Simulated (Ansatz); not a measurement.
Acetic acid (`CC(=O)O`), charge 0, multiplicity 1.

(1) Give a relaxed structure at PBE0-D4/def2-TZVP (the Gaussian-basis code of Ansatz). (Estimate.)

## Answers

(1) Computed: 
```xyz
8

C    -0.354    0.876    0.174
C     0.163   -0.415   -0.376
O     0.258   -0.699   -1.538
O     0.526   -1.262    0.606
H    -1.215    0.684    0.818
H     0.413    1.348    0.790
H    -0.637    1.534   -0.643
H     0.845   -2.065    0.170
```
Point group Cs.
